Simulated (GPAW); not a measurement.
Runs of GPAW 26.7.0 on MoS2. The cell holds a slab with vacuum, 3 atoms: a = 3.184 Å, b = 3.184 Å, c = 17.335 Å, α = 90.00°, β = 90.00°, γ = 120.00°. 

```csv
task,level,potentials or basis,U,cell,k mesh,cutoff (eV),smearing,maxiter,band path,band points,response ecut,frequency,mesh quality,gap on the mesh (eV),V0 of scaled cells (Å³/atom),relaxed volume (Å³/atom),B0 (GPa),largest force (eV/Å)
equation of state,LDA,"the program's PAW data sets (release 1.2.1) made for this functional, pw",-,as given,8 × 8 × 2,600,fermi-dirac 0.05 eV,150,-,-,-,-,not flagged,-,48.67,-,57,-
band structure,PBEsol+U,"PAW data sets generated in the run's folder for this functional, pw",Mo d U = 6 eV,as given,8 × 8 × 2,600,fermi-dirac 0.05 eV,150,"GMKGALHA,LM,KH",80,-,-,not flagged,-,-,-,-,0.02
single point,r2SCAN,"GPAW PAW data sets (gpaw-data 1.2.1), pw",-,as given,8 × 8 × 2,500,fermi-dirac 0.05 eV,120,-,-,-,-,not flagged,1.84,-,-,-,0.02
relaxation of cell and atoms,PBEsol+D3(BJ),"PAW data sets generated in the run's folder for this functional, pw",-,relaxed,7 × 7 × 2,600,fermi-dirac 0.05 eV,150,-,-,-,-,not flagged,2.16,-,48.67,-,0.01
dielectric tensor,LDA,"the program's PAW data sets (release 1.2.1) made for this functional, pw",-,as given,8 × 8 × 2,450,fermi-dirac 0.001 eV,150,-,-,80 eV,-,not flagged,1.75,-,-,-,-
relaxation of cell and atoms,PBEsol,"PAW data sets generated in the run's folder for this functional, pw",-,relaxed,7 × 7 × 2,600,fermi-dirac 0.05 eV,150,-,-,-,-,not flagged,2.10,-,(b),-,0.01
equation of state,PBEsol,"PAW data sets generated in the run's folder for this functional, pw",-,as given,10 × 10 × 2,600,fermi-dirac 0.05 eV,150,-,-,-,-,not flagged,-,49.61,-,(c),-
relaxation of cell and atoms,PBEsol+D3,"PAW data sets generated in the run's folder for this functional, pw",-,relaxed,7 × 7 × 2,600,fermi-dirac 0.05 eV,150,-,-,-,-,not flagged,2.13,-,(d),-,0.01
band structure,r2SCAN,"GPAW PAW data sets (gpaw-data 1.2.1), pw",-,as given,8 × 8 × 2,600,fermi-dirac 0.05 eV,150,"GMKGALHA,LM,KH",80,-,-,not flagged,1.84,-,-,-,(a)
band structure,LDA,"the program's PAW data sets (release 1.2.1) made for this functional, pw",-,as given,8 × 8 × 2,600,fermi-dirac 0.05 eV,150,"GMKGALHA,LM,KH",80,-,-,not flagged,1.75,-,-,-,0.44
relaxation of cell and atoms,PBEsol+D3(BJ)+ATM,"PAW data sets generated in the run's folder for this functional, pw",-,relaxed,7 × 7 × 2,600,fermi-dirac 0.05 eV,150,-,-,-,-,not flagged,2.16,-,48.70,-,0.01
```

Alike in all rows: no spin polarisation.

Q: Fill in the values left out.

A: (a) 0.03; (b) 49.36; (c) 54; (d) 48.99.

Caveats: later steps reuse the first step's grids (some runs); the cell was scaled at fixed shape and fractional positions, which overstates the stiffness of a crystal with free parameters, most of all of layers and chains (some runs); the PAW data sets were made with another functional, which shifts forces and pressure a little (some runs); the cutoff is short for stress and forces, so pressures can be off by a GPa or more (some runs); the long-wavelength limit can be off by several per cent where d states take part (some runs).

A k mesh can miss the band edges, and the runs leave out spin-orbit coupling on Mo.

Not every run made on this cell is shown here.
